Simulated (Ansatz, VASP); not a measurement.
AlN: VASP beside Ansatz

The input INCAR:

```
ALGO = Normal
EDIFF = 1E-7
EDIFFG = -0.02
ENCUT = 600
GGA = CA
IBRION = 2
ISIF = 3
ISMEAR = -1
LASPH = T
LCHARG = F
LREAL = F
LWAVE = F
NELM = 100
NSW = 40
PREC = Accurate
SIGMA = 0.05
```

Contents of KPOINTS:

```
k-points
0
Gamma
  7 7 5
```

Contents of POSCAR:

```
AlN
1.0
    3.1130000000      0.0000000000      0.0000000000
   -1.5565000000      2.6959370820      0.0000000000
    0.0000000000      0.0000000000      4.9810000000
Al N
2 2
Direct
    0.6666666667      0.3333333333      0.5000000000
    0.3333333333      0.6666666667      0.0000000000
    0.6666666667      0.3333333333      0.8800000000
    0.3333333333      0.6666666667      0.3800000000
```

input.yaml

```yaml
crystal:
  lattice:
    - [3.113, 0.0, 0.0]
    - [-1.5565, 2.695937082, 0.0]
    - [0.0, 0.0, 4.981]
  atoms:
    - { symbol: Al, position: [0.6666666667, 0.3333333333, 0.5] }
    - { symbol: Al, position: [0.3333333333, 0.6666666667, 0.0] }
    - { symbol: "N", position: [0.6666666667, 0.3333333333, 0.88] }
    - { symbol: "N", position: [0.3333333333, 0.6666666667, 0.38] }
hamiltonian:
  xc: lda
  pseudopotentials: { kind: paw }
kpoints:
  mp_grid: { grid: [7, 7, 5] }
scf:
  occupations: { method: fermi_dirac, width: 0.05 }
output:
  forces: true
  stress: true
  eigenvalues: true
relax:
  f_tol: 0.01
  max_steps: 40
  cell: { stress_tol: 0.05 }
```

Alike in both runs: task relaxation of cell and atoms; functional LDA; k mesh 7 × 7 × 5; occupations fermi-dirac, width 0.05 eV; no spin polarisation.

```csv
,VASP,Ansatz
version,VASP 6.6.1,Ansatz 0.2.0
potentials or method,"VASP PAW LDA potentials, release 64 (Al, N)",Ansatz PAW
plane-wave cutoff (eV),600,420
valence electrons in the cell,16,16
```

```tsv
	VASP	Ansatz	Ansatz less VASP
gap on the k mesh at the Fermi level, each at its own relaxed structure (eV)	4.42	4.42	-0.004
relaxed volume (Å³/atom)	10.23	10.21	-0.024
relaxed cell length with the largest relative difference (Å)	4.956	4.943	-0.0126
energy change over the relaxation (meV/atom)	-3	-4	-0.8
```

Caveats: odd divisions of the mesh miss points on the zone boundary, where band edges often lie, so the gap on the mesh can be too wide (Ansatz); the plane-wave basis is chosen anew once the cell has moved, so the energies of steps on either side of that aren't comparable (Ansatz); the pressure holds a Pulay correction of +0.7 GPa for the finite cutoff (Ansatz); the PAW data sets come from PBE, with cores solved anew for the run's functional, which leaves a small shift of forces and pressure (Ansatz). LDA usually gives volumes a few per cent too small. Zero-point motion and thermal expansion aren't in these numbers.
